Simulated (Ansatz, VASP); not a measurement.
GaAs in VASP and in Ansatz

```
CELL_PARAMETERS angstrom
0.00000 2.83829 2.83829
2.83829 0.00000 2.83829
2.83829 2.83829 0.00000
ATOMIC_POSITIONS crystal
Ga 0.00000 0.00000 0.00000
As 0.75000 0.75000 0.75000
```

Alike in both runs: task single point; functional PBE; k mesh 6 × 6 × 6; occupations gaussian, width 0.1 eV; no spin polarisation.

|  | VASP | Ansatz |
| --- | --- | --- |
| version | VASP 6.6.1 | Ansatz 0.2.0 |
| potentials or method | VASP PAW PBE potentials, release 64 (Ga_d, As) | scalar-relativistic, plane waves, PAW |
| plane-wave cutoff (eV) | 520 | 420 |
| valence electrons in the cell | 18 | 28 |

Ansatz gave:

| Quantity | Value |
| --- | --- |
| gap on the k mesh at the Fermi level (eV) | 0.42 |
| least direct gap on the mesh (eV) | 0.42 |
| pressure (GPa) | 2.4 |

Task: What did VASP give for the same quantities?

Result: gap on the k mesh at the Fermi level (eV): 0.43; least direct gap on the mesh (eV): 0.43; pressure (GPa): 2.5.

The two sets of potentials don't hold the same shells in valence.
